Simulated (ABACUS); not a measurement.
Crystal: Na.

```
Na
1.0
    -2.14100    2.14100    2.14100
     2.14100   -2.14100    2.14100
     2.14100    2.14100   -2.14100
Na
1
Direct
  0.00000 0.00000 0.00000
```

```yaml
Program: ABACUS 3.10.1
Task: single point
Functional: PBE
Potentials_or_basis: PseudoDojo NC SR 0.4.1 PBE standard
Cutoff: 1361 eV
Density_cutoff: 5442 eV
Basis: DZP LCAO (the cutoffs set its grid)
k_mesh: 9 × 9 × 9
Occupations: fermi-dirac, width 0.05 eV
Spin: no spin polarisation
```

On this cell: pressure -0.5 GPa; band gap on the k mesh none (metal or under the smearing width).

The same run follows on a disturbed copy (cell strained at random at fixed volume):

```xyz
1
Lattice="-2.0576 2.1436 2.1993 2.1081 -2.0831 2.1894 2.0920 2.1175 -2.1388" Properties=species:S:1:pos:R:3 pbc="T T T"
Na   -0.0089   -0.0136    0.0080
```

Task: What changes?

Result: The energy (extrapolated to zero smearing) moves by +2.2 meV/atom; pressure -0.4 GPa; band gap on the k mesh none (metal or under the smearing width).

Stress tensor (GPa, compression positive):
```
-0.40 -0.09 -0.15
-0.09 -0.38 -0.21
-0.15 -0.21 -0.56
```

Caveats: the atomic orbitals were generated for these runs and aren't a published set; the basis of atomic orbitals isn't converged, which shifts pressures, moduli and gaps.
